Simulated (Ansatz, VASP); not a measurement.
# Si (Si(110)) in two plane-wave programs, part 2 of 2

One calculation is typed for both programs; each brings its own data sets and cutoff. How far apart do they land? The structure shown is the end of the VASP relaxation below.

VASP 6.6.1 and Ansatz 0.2.0.

So far: Starting point; VASP: relaxation, PBE.

## 3. Ansatz: single point, PBE

Level of this step: Ansatz beside VASP: Kohn-Sham DFT, plane waves, PBE (Ansatz).

Ansatz runs on its default PAW (the set named soft_2) files.

The same cell, functional, mesh and smearing now go to Ansatz, which takes its cutoff from its data sets.

Contents of input.yaml:

```yaml
crystal:
  lattice:
    - [3.78960789, 0.0, 0.0]
    - [0.0, 5.35931488, 0.0]
    - [0.0, 0.0, 31.63473618]
  atoms:
    - { symbol: Si, position: [0.75, 0.38085311, 0.74610794] }
    - { symbol: Si, position: [0.25, 0.61914689, 0.74610794] }
    - { symbol: Si, position: [0.25, 0.87279405, 0.68627665] }
    - { symbol: Si, position: [0.75, 0.12720595, 0.68627665] }
    - { symbol: Si, position: [0.75, 0.37259333, 0.62378945] }
    - { symbol: Si, position: [0.25, 0.62740667, 0.62378945] }
    - { symbol: Si, position: [0.25, 0.87260962, 0.56178702] }
    - { symbol: Si, position: [0.75, 0.12739038, 0.56178702] }
    - { symbol: Si, position: [0.75, 0.37289021, 0.5] }
    - { symbol: Si, position: [0.25, 0.62710979, 0.5] }
    - { symbol: Si, position: [0.25, 0.87260962, 0.43821298] }
    - { symbol: Si, position: [0.75, 0.12739038, 0.43821298] }
    - { symbol: Si, position: [0.75, 0.37259333, 0.37621055] }
    - { symbol: Si, position: [0.25, 0.62740667, 0.37621055] }
    - { symbol: Si, position: [0.25, 0.87279405, 0.31372335] }
    - { symbol: Si, position: [0.75, 0.12720595, 0.31372335] }
    - { symbol: Si, position: [0.75, 0.38085311, 0.25389206] }
    - { symbol: Si, position: [0.25, 0.61914689, 0.25389206] }
hamiltonian:
  xc: pbe
  pseudopotentials: { kind: paw }
kpoints:
  mp_grid: { grid: [6, 5, 1] }
scf:
  occupations: { method: gaussian, width: 0.03 }
  n_extra_bands: 8
efield:
  axis: 3
  dipole_correction: true
  ramp_width: 0.04
output:
  forces: true
  eigenvalues: true
  write_density: true
  write_potential: true
  elf: true
  volumetric_format: npy
```

Started as:

```console
ansatz run input.yaml --threads 8 --pin off --max-ram 18432MiB --backend cpu --events-out ev --progress --plain --runs-dir out
```

Numbers of over 12 decimals in the logs are rounded to 6 here.

Output:

```text
scf.n_extra_bands = 8 over 36 filled bands (N_el = 72.0): the run solves 44 bands
Engine: ansatz 0.2.0, aarch64-unknown-linux-gnu
Pseudopotentials: kind: paw
Pseudopotential: Si, paw, valence charge 4, recommended cutoff 420 eV (normal), Si.paw.azcp
Functional definition: PBE
  parameter kappa = 0.804
  parameter beta = 0.066725
  exchange = pbe_x(kappa = kappa, mu = beta*pi^2/3)
  correlation = pbe_c(beta = beta)
Crystal: 18 atoms, lattice volume = 642.492 Å³
Basis set: ecut = 420 eV, 12509 PW (Γ), exchange–correlation on 54×72×432 points (8 copies of the dense FFT grid, shifted against one another)
Bands: 44, of which v1, the nominal top of the filled ones, is band 36 counted from 1 (35 counted from 0)
Symmetry: 4 space group operations
k-points: 12 of 30
Non-local potential: Si, projectors of the file, l = 0: 2, l = 1: 2, l = 2: 2
PAW form: soft (Blöchl's): semilocal exchange-correlation on the pseudo side does not see the compensation charge
PAW one-centre angular grid: Si, 110 points (default); XC on 64 Gauss nodes
Initial density: superposition of atomic densities (neutral atoms: chi_scale 0, normalization atom), corrected by the library's trained network
Initial wavefunctions: pseudopotential atomic-orbital guess
Functional: x = pbe(κ = 0.804, μ = 0.219515), c = pbe(β = 0.066725)
SCF iter   1: F=—  HF=-11439.656745 eV  |F-HF|=—  |Δ(HF+E_count)|=         —  Δρ=2.62e-3  dr2=5.02e-1  ethr=1.77e-3  p=0.000 e·Å  D=4.42e-14 V/Å  ΔV_dip=-0.00 eV  dr2_dipole=1.92e-7  V_vac-E_F(+/−)=4.85/4.85 eV  ⟨swp⟩=11.6  Hψ=3432  notcnv=0  defer=5
efield: sawtooth ramp at fractional position 0.9800 (placed from the atoms, in the widest stretch of the axis that holds none; the zero of the levels goes with the place), width 0.0400; the density the first Hamiltonian is built on has a dipole p = 0.000 e·Å; the dipole correction subtracts the counter field D = 4.42e-14 V/Å, which shifts the + side's vacuum level by -0.00 eV against the − side's; the planar-averaged density in the ramp window peaks in size at 2.0e-6 e/Å³
preconditioner: auto → LDOS  [insulator: Δε(μ)=0.034 eV  Ē_g=6.610 eV  σ=0.030 eV  W_gap=0.55  n_scr=66 (ndim 8)  ℏωp=12.4 eV  f_vac=0.381  D(μ)=12.50/eV (n_scr^D=66)  ε∞_Penn≈4.5  β→1.0]
SCF iter   2: F=—  HF=-11439.630863 eV  |F-HF|=—  |Δ(HF+E_count)|=   2.59e-2  Δρ=1.22e-3  dr2=9.60e-2  ethr=6.97e-4  p=0.000 e·Å  D=9.93e-7 V/Å  ΔV_dip=-0.00 eV  dr2_dipole=5.29e-7  V_vac-E_F(+/−)=4.88/4.88 eV  ⟨swp⟩=2.5  Hψ=659  notcnv=0  defer=20
SCF iter   3: F=—  HF=-11439.627375 eV  |F-HF|=—  |Δ(HF+E_count)|=   3.49e-3  Δρ=6.95e-4  dr2=4.24e-2  ethr=1.33e-4  p=-0.000 e·Å  D=-1.07e-6 V/Å  ΔV_dip=0.00 eV  dr2_dipole=4.00e-8  V_vac-E_F(+/−)=4.88/4.88 eV  ⟨swp⟩=3.5  Hψ=849  notcnv=0  defer=25
SCF iter   4: F=—  HF=-11439.624921 eV  |F-HF|=—  |Δ(HF+E_count)|=   2.45e-3  Δρ=2.97e-4  dr2=4.41e-3  ethr=5.89e-5  p=-0.000 e·Å  D=-8.28e-7 V/Å  ΔV_dip=0.00 eV  dr2_dipole=9.73e-9  V_vac-E_F(+/−)=4.87/4.87 eV  ⟨swp⟩=2.1  Hψ=607  notcnv=0  defer=25
SCF iter   5: F=—  HF=-11439.624722 eV  |F-HF|=—  |Δ(HF+E_count)|=   1.99e-4  Δρ=1.70e-4  dr2=1.05e-3  ethr=6.12e-6  p=-0.000 e·Å  D=-3.46e-7 V/Å  ΔV_dip=0.00 eV  dr2_dipole=3.18e-9  V_vac-E_F(+/−)=4.87/4.87 eV  ⟨swp⟩=2.5  Hψ=845  notcnv=0  defer=25
SCF iter   6: F=—  HF=-11439.624631 eV  |F-HF|=—  |Δ(HF+E_count)|=   9.07e-5  Δρ=8.29e-5  dr2=2.68e-4  ethr=1.46e-6  p=0.000 e·Å  D=5.49e-9 V/Å  ΔV_dip=-0.00 eV  dr2_dipole=1.01e-10  V_vac-E_F(+/−)=4.86/4.86 eV  ⟨swp⟩=2.5  Hψ=874  notcnv=0  defer=25
SCF iter   7: F=—  HF=-11439.624598 eV  |F-HF|=—  |Δ(HF+E_count)|=   3.35e-5  Δρ=3.63e-5  dr2=3.20e-5  ethr=3.72e-7  p=-0.000 e·Å  D=-5.21e-8 V/Å  ΔV_dip=0.00 eV  dr2_dipole=1.79e-10  V_vac-E_F(+/−)=4.86/4.86 eV  ⟨swp⟩=2.4  Hψ=812  notcnv=0  defer=25
SCF iter   8: F=—  HF=-11439.624459 eV  |F-HF|=—  |Δ(HF+E_count)|=   1.39e-4  Δρ=1.58e-5  dr2=4.80e-6  ethr=4.45e-8  p=-0.000 e·Å  D=-9.05e-8 V/Å  ΔV_dip=0.00 eV  dr2_dipole=4.93e-10  V_vac-E_F(+/−)=4.86/4.86 eV  ⟨swp⟩=2.2  Hψ=931  notcnv=0  defer=25
SCF iter   9: F=—  HF=-11439.624459 eV  |F-HF|=—  |Δ(HF+E_count)|=   2.04e-8  Δρ=5.51e-6  dr2=7.32e-7  ethr=6.67e-9  p=-0.000 e·Å  D=-1.13e-7 V/Å  ΔV_dip=0.00 eV  dr2_dipole=2.37e-14  V_vac-E_F(+/−)=4.86/4.86 eV  ⟨swp⟩=2.1  Hψ=888  notcnv=0  defer=25
SCF iter  10: F=-11439.624459 eV  HF=-11439.624459 eV  |F-HF|=2.24e-8  |Δ(HF+E_count)|=   3.35e-8  Δρ=1.65e-6  dr2=6.10e-8  ethr=1.39e-10  p=-0.000 e·Å  D=-9.17e-8 V/Å  ΔV_dip=0.00 eV  dr2_dipole=1.59e-11  V_vac-E_F(+/−)=4.86/4.86 eV  ⟨swp⟩=22.6  Hψ=5537  notcnv=0
SCF 1 converged in 10 iterations: F = -11439.624459 eV  dr2 = 6.10e-8
  greatest PAW one-centre occupation: 0.657 electrons in one spin orbital (limit 2), on the Si atom at site 17 (counted from 0), in its partial waves of l = 0
WARN: The input density's exchange-correlation potential varies sharply where the density is thin. Do not read a vacuum level from v_tot or v_xc, or from such a field of the output density. On a cell that repeats whose density bears no net charge and no dipole along the vacuum's axis use v_es (v_loc + v_h of the components); under efield.dipole_correction with no amplitude use v_es + v_field, which holds any external [...]
SCF converged after 10 iterations
Free energy (F): -11439.624459 eV
Harris-Foulkes:  -11439.624459 eV  (|F-HF|=2.24e-8)
Internal energy: -11439.615350 eV  (E = F + TS)
E sigma→0 (E₀):  -11439.619904 eV
Entropy (-TS):   -0.009109 eV (-0.506 meV/atom)
Fermi energy:    1.367590 eV
Dipole field:    D = 0.000003 V/Å  (p = 0.000010 e·Å, saw-weighted, corrected)
Work function:   Φ+ = 4.8583 eV   Φ− = 4.8584 eV
Levels:          The Fermi level and band energies are counted from a zero that moves with the ramp; work functions are not
--- Per-component energies (eV) ---
  E_band       = -260.441645
  E_kinetic    = 721.776177
  E_local      = -24557.442534  (includes V_loc(G=0)·N_el)
  E_nonlocal   = 469.361238
  E_hartree    = 11992.991167
  E_xc         = -989.928216
  E_vxc        = -836.388613  (∫ρ·V_xc dr)
  E_paw        = -9229.278013  (= ΣΔE_a)
  E_vpaw       = -43.705542  (= ΣTr[D̂ρ^β])
  E_aug_tail   = 0.000110  (compensation charges beyond the density's cutoff)
  E_efield     = 0.000000  (sawtooth field / dipole correction)
  E_vefield    = 0.000000  (∫n·V_field dr)
  E_ewald      = 10152.904720
  E_smearing   = -0.009109  (= −TS)
  E_closure    = 0.000000  (closes the sum)
  Σ components = -11439.624459   (vs F -11439.624459, Δ=0.00e0)
--- Forces (eV/Å), atoms counted from 1 ---
  atom   1  Si    -0.00000000     0.00573646    -0.01945452
  atom   2  Si     0.00000000    -0.00573646    -0.01945452
  atom   3  Si    -0.00000000     0.00262743    -0.01150160
  atom   4  Si     0.00000000    -0.00262743    -0.01150160
  atom   5  Si    -0.00000000     0.00544106     0.03085079
  atom   6  Si     0.00000000    -0.00544106     0.03085079
  atom   7  Si    -0.00000000    -0.00653618     0.01336176
  atom   8  Si     0.00000000     0.00653618     0.01336176
  atom   9  Si    -0.00000000     0.01824263    -0.00000936
  atom  10  Si     0.00000000    -0.01824263    -0.00000936
  atom  11  Si    -0.00000000    -0.00654243    -0.01335395
  atom  12  Si     0.00000000     0.00654243    -0.01335395
  atom  13  Si    -0.00000000     0.00544334    -0.03084767
  atom  14  Si     0.00000000    -0.00544334    -0.03084767
  atom  15  Si    -0.00000000     0.00262821     0.01149910
  atom  16  Si     0.00000000    -0.00262821     0.01149910
  atom  17  Si    -0.00000000     0.00573616     0.01945435
  atom  18  Si     0.00000000    -0.00573616     0.01945435
  max |Σ_I F_I| component: 2.17e-6 eV/Å
--- Band table (eV; the first three rows and the last of 12) ---
  k-point 0: bands = [... 32 lower, 1.2154, 1.2875, 1.3434, 1.5083, 2.0045, 2.2208, 2.3858, 2.4918, ... 4 higher]
  k-point 1: bands = [... 32 lower, 0.8322, 0.8346, 1.1280, 1.3834, 2.0337, 2.0532, 2.2735, 2.7051, ... 4 higher]
  k-point 2: bands = [... 32 lower, 0.2089, 0.2510, 1.1579, 1.2590, 1.5275, 1.5805, 2.5828, 3.1871, ... 4 higher]
  k-point 11: bands = [... 32 lower, -0.3215, -0.3215, 1.1708, 1.1708, 1.3523, 1.3523, 3.4536, 3.4536, ... 4 higher]
```

Elapsed: 13 s, on 8 threads of Arm Neoverse N1, shared host; peak memory 1.4 GiB.

In the SCF lines HF is the Harris–Foulkes energy and dr2 the Hartree energy of the density residual, in eV; the loop may stop once dr2 is under the threshold and the program's other checks hold. Hψ counts applications of the Hamiltonian.

## 4. Comparison

Known differences besides the potentials themselves: the cutoff is 420 eV in Ansatz and 320 eV in VASP (PREC = Normal, projectors in real space); VASP leaves aspherical gradient terms in its spheres out (LASPH is not set), Ansatz keeps them. Total energies have different zeros and are not compared.

At this near-relaxed geometry the largest component of a force difference is 26 meV/Å. VASP's last cycles still show a density residual of 3e-03, so its state may not be settled.

## 5. Results

| Item | Value |
| --- | --- |
| r.m.s. force difference (single point, PBE) | 8.6 meV/Å |

**Reading.** The r.m.s. force difference is 8.6 meV/Å (single point, PBE), within the 12 meV/Å picked in this series as the mark of a large difference. How closely two codes agree says nothing of how well the functional describes the real material.

[Lines on the potential files, build, host, timing and source positions are cut from VASP's logs without a mark.]

[Logs are printed without paths, hosts, clocks, repeated set-up lines and the standing remarks that a program may print on its own settings, such as how far it seeks lower states.]

[Hosts, paths, dates, database ids (printed as entryN), source tags and the programs' standing remarks are cut or masked in the printed files.]
